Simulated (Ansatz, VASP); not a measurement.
GaSb in VASP and in Ansatz

```
Ga Sb
1.0
     0.00000    3.06615    3.06615
     3.06615    0.00000    3.06615
     3.06615    3.06615    0.00000
Ga Sb
1 1
Direct
  0.00000 0.00000 0.00000
  0.75000 0.75000 0.75000
```

Alike in both runs: task single point; functional r2SCAN; k mesh 10 × 10 × 10; occupations gaussian, width 0.05 eV; no spin polarisation.

|  | VASP | Ansatz |
| --- | --- | --- |
| version | VASP 6.6.1 | Ansatz 0.2.0 |
| potentials or method | VASP PAW PBE potentials, release 64 (Ga_d, Sb) | scalar-relativistic, plane waves, PAW |
| plane-wave cutoff (eV) | 520 | 500 |
| valence electrons in the cell | 18 | 28 |

```tsv
	VASP	Ansatz	Ansatz less VASP
gap on the k mesh at the Fermi level (eV)	0.40	0.41	+0.016
least direct gap on the mesh (eV)	0.40	0.41	+0.016
pressure (GPa)	0.1	0.0	-0.09
```

The two sets of potentials don't hold the same shells in valence.

Caveats: the PAW data sets were made with another functional, which shifts forces and pressure a little (VASP); spin-orbit coupling is left out, which moves the levels of the heavy elements. r2SCAN opens gaps a little over a GGA but as a rule still falls short of measured ones. A k mesh can miss the band edges.
